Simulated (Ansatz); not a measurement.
## B (P6/mmm), clamped-ion strain scan

Theory: DFT PBE+D3(BJ), scalar-relativistic, plane waves, PAW (Ansatz 0.2.0). Cutoff 420 eV, Γ-centred 33×33×14 k-points, Gaussian smearing of 0.15 eV. No spin polarisation. Energies are free energies at this smearing, counted from the undisturbed cell; pressure is positive in compression.

The starting cell (as given, not relaxed at this level; it stands at 0.3 GPa; this form isn't the usual structure):

```
B
1.0
     1.70243    0.00000    0.00000
    -0.85122    1.47435    0.00000
     0.00000    0.00000    3.63542
B
1
Direct
  0.00000 0.00000 0.00000
```

The cell is strained by ε times the Voigt pattern (0, 1, 0, 0, 0, 0) (xx, yy, zz, yz, xz, xy; engineering shear) with fractional coordinates fixed. The cell is metallic on the mesh throughout.

| ε | ΔE (meV/atom) | stress summed along the pattern (GPa, tension positive) | pressure (GPa) |
| --- | --- | --- | --- |
| -0.1500 | 652.6 | -175.59 | 70.8 |
| -0.0750 | 140.9 | -70.20 | 27.6 |
| 0.0000 | 0.0 | -1.38 | 0.3 |
| 0.0375 | 19.4 | 16.70 | -8.2 |
| 0.1125 | 84.5 | 14.83 | -14.1 |